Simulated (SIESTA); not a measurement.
The system is Ru.

```
CELL_PARAMETERS angstrom
2.70580 0.00000 0.00000
-1.35290 2.34329 0.00000
0.00000 0.00000 4.28190
ATOMIC_POSITIONS crystal
Ru 0.66667 0.33333 0.75000
Ru 0.33333 0.66667 0.25000
```

Base run:

| Item | Value |
| --- | --- |
| Program | SIESTA 5.4.2 |
| Functional | PBE |
| Potentials or basis | PseudoDojo 0.4 standard (PBE files) |
| Basis | DZP (energy shift 0.003 Ry; two zetas on semicore shells) |
| Grid cutoff | 800 Ry |
| Energy shift | 0.003 Ry |
| k mesh | 11 × 11 × 6 |
| Occupations | fermi-dirac, width 0.05 eV |
| Spin | no spin polarisation |

Its results: band gap on the k mesh none (metal or under the smearing width); pressure 8.2 GPa.

Task: The run is repeated on the same cell with these changes: functional from PBE to LDA; potentials or basis from PseudoDojo 0.4 standard (PBE files) to PseudoDojo 0.4 standard (LDA files). What comes out?

Result: Band gap on the k mesh none (metal or under the smearing width); pressure -8.3 GPa.

Caveats: the basis of atomic orbitals isn't converged, which shifts pressures, moduli and gaps.
